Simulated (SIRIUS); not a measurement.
**TiB2 under changes of volume**

One of the cells (8.723 Å³/atom); the others are scaled copies at fixed shape and fractional positions:

```
CELL_PARAMETERS angstrom
3.04926 0.00000 0.00000
-1.52463 2.64074 0.00000
0.00000 0.00000 3.24978
ATOMIC_POSITIONS crystal
Ti 0.00000 0.00000 0.00000
B 0.66667 0.33333 0.50000
B 0.33333 0.66667 0.50000
```

```yaml
Program: SIRIUS 7.10.0
Functional: PBEsol
Potentials_or_basis: PseudoDojo 0.4.1 PBEsol standard (scalar relativistic)
Cutoff: 1152 eV
Density_cutoff: 4606 eV
k_mesh: 10 × 10 × 8
Occupations: fermi-dirac, width 0.05 eV
Spin: no spin polarisation
```

```csv
volume (Å³/atom),energy over the lowest point (meV/atom),pressure (GPa)
8.039,13.68,12.7
8.210,?,?
8.381,0.00,0.5
8.723,9.81,-9.4
8.894,22.18,-13.7
9.065,38.91,-17.6
```

Problem. What does the run at 8.210 Å³/atom give?

Solution. Energy over the lowest point 3.61 meV/atom; pressure 6.3 GPa.

Worked out: A Birch-Murnaghan fit of order 3 (a polynomial in V^(-2/3)) to the other rows has its minimum at 8.40 Å³/atom with B0 = V·E''(V) = 267 GPa and B' = 3.9 at fixed shape and positions, which overstates the stiffness. It gives 3.61 meV/atom at 8.210 Å³/atom, against the run's 3.61, and -dE/dV = 6.3 GPa, against 6.3.

Energies are extrapolated to zero smearing.
